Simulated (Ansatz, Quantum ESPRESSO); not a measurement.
**TiTe2: programs and potentials compared**

```
Te Ti
1.0
     3.77700    0.00000    0.00000
    -1.88850    3.27098    0.00000
     0.00000    0.00000    6.49800
Te Ti
2 1
Direct
  0.33333 0.66667 0.73720
  0.66667 0.33333 0.26280
  0.00000 0.00000 0.00000
```

Alike in all runs: task band structure; functional PBEsol; k mesh 8 × 8 × 4; occupations fermi-dirac, width 0.05 eV; no spin polarisation; no spin-orbit coupling. Pressure is positive in compression and, in plane waves, holds the error of the finite cutoff.

```tsv
program and potentials	plane-wave cutoff (eV)	notes	pressure (GPa)	largest force (eV/Å)
Quantum ESPRESSO, PseudoDojo 0.4.1 SR PBE standard	1143	potentials made for PBE; 14.67 valence electrons an atom on average	-2.12	0.118
Quantum ESPRESSO, GBRV 1.5 PBEsol	612	8 valence electrons an atom on average	-2.21	0.108
Ansatz, all-electron LAPW, scalar-relativistic	-	-	-2.28	0.129
```

Force on atom 1 (Te), eV/Å:

```tsv
program and potentials	x	y	z
Quantum ESPRESSO, PseudoDojo 0.4.1 SR PBE standard	0.000	0.000	0.118
Quantum ESPRESSO, GBRV 1.5 PBEsol	0.000	0.000	0.108
Ansatz, all-electron LAPW, scalar-relativistic	0.000	0.000	0.129
```

The pressure spans -2.28 (Ansatz, all-electron LAPW, scalar-relativistic) to -2.12 GPa (Quantum ESPRESSO, PseudoDojo 0.4.1 SR PBE standard), with all-electron results at -2.28.

The functional is the same throughout but for its coding, so the spread measures potentials, basis and numerics; runs on potential files found faulty are left out.

All three calculations place the given cell under tension, so PBEsol would favour a smaller volume, and all push Te along the layer normal towards its own Ti plane. At fixed cell, the initial relaxation would therefore shorten the Ti–Te bonds, thin the Te–Ti–Te sandwich and widen the gap between layers. The in-plane force components vanish because Te sits on a threefold axis, leaving its height as the only free internal coordinate.

The agreement in sign suggests that the residual stress and force come mainly from the mismatch between this geometry and the functional's own minimum, not from the potentials. Neither potential set is uniformly closer to the all-electron result: GBRV is nearer in pressure, PseudoDojo in force. The latter may benefit from treating the Te 4d shell as valence, though other differences in construction could matter as much. Since the pressure averages over directions, it doesn't show whether the contraction would come mainly from the covalently bonded layers or from the softer spacing between them.
